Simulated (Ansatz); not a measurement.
**WS2: further runs on the relaxed cell**

The task here is to estimate one member of a computed series from the others.

Computed with Ansatz 0.2.0 (DFT PBEsol+D3(BJ), scalar-relativistic, plane waves, PAW, unless a step's input says otherwise).

### The system as given

It takes space group R3m (No. 160, trigonal). Conventional cell: a = 3.120 Å, b = 3.120 Å, c = 17.524 Å, α = 90.00°, β = 90.00°, γ = 120.00°. Around W (site symmetry 3m) lie 6 S at 2.39 Å. Around S (site symmetry 3m) lie 3 W at 2.39 Å.

As a file:

```
CELL_PARAMETERS angstrom
1.56020 0.90078 5.84139
-1.56020 0.90078 5.84139
0.00000 -1.80156 5.84139
ATOMIC_POSITIONS crystal
W 0.00064 0.00064 0.00064
S 0.24451 0.24451 0.24451
S 0.42355 0.42355 0.42355
```

It is the result of an earlier relaxation at this level (volume 16.42 Å³/atom; gap on the mesh: 0.69 eV).

The first run:

Input file input.yaml:

```yaml
crystal:
  lattice:
    - [1.5444366098, 0.8916808925, 5.7823842742]
    - [-1.5444366098, 0.8916808925, 5.7823842742]
    - [0.0, -1.7833617849, 5.7823842742]
  atoms:
    - { symbol: W, position: [0.0006393566, 0.0006393566, 0.0006393566] }
    - { symbol: S, position: [0.2445139228, 0.2445139228, 0.2445139228] }
    - { symbol: S, position: [0.4235467206, 0.4235467206, 0.4235467206] }
basis:
  ecutwfc: 420
kpoints:
  mp_grid: { grid: [12, 12, 12] }
hamiltonian:
  xc: pbesol
  dispersion: d3bj
scf:
  occupations: { method: gaussian, width: 0.02 }
output:
  forces: true
  stress: true
  eigenvalues: true
relax:
  adjacent_minimum: "off"
  f_tol: 0.01
  max_steps: 30
  cell: { stress_tol: 0.1, fix: [volume] }
```

The run is started by

```bash
$ ansatz run input.yaml --threads 1 --pin off --max-ram 2560MiB --backend cpu --events-out ev --progress --plain --runs-dir out
```

Steps of the session up to this table: Volume × 0.97; Volume × 1.03; The cell scaled to 0.94 of its volume; Point at V/V0 = 1.06; The cell scaled to 0.91 of its volume; The cell scaled to 1.10 of its volume; The cell scaled to 0.88 of its volume.

One table of the session follows, with a row left open; its other results are not shown here.

It belongs to the step «Fit of the equation of state». 

```
volume (Å³/atom)  energy above the lowest point (meV/atom)  pressure (GPa)  gap on the mesh (eV)
          14.449                                      75.4           14.70                  0.15
          14.941                                      38.3            9.63                  0.30
          15.434                                         ?               ?                     ?
          15.926                                       3.4            2.36                  0.57
          16.419                                       0.0           -0.01                  0.69
          16.911                                       2.8           -1.70                  0.81
          17.404                                       9.9           -2.85                  0.93
          18.061                                      23.2           -3.63                  1.09
```

Estimate the missing values for volume (Å³/atom) = 15.434.

Worked estimate for «energy above the lowest point (meV/atom)». A straight line through the neighbours (14.941, 38.3) and (15.926, 3.4) gives 38.3 + (3.4 − 38.3) × (15.434 − 14.941) / (15.926 − 14.941) = 20.8; a parabola fitted to 4 rows on both sides gives 15.2.

The run gave: energy above the lowest point (meV/atom): 15.3; pressure (GPa): 5.53; gap on the mesh (eV): 0.44. In «energy above the lowest point (meV/atom)» the line misses by +5.5 and the parabola by -0.1.
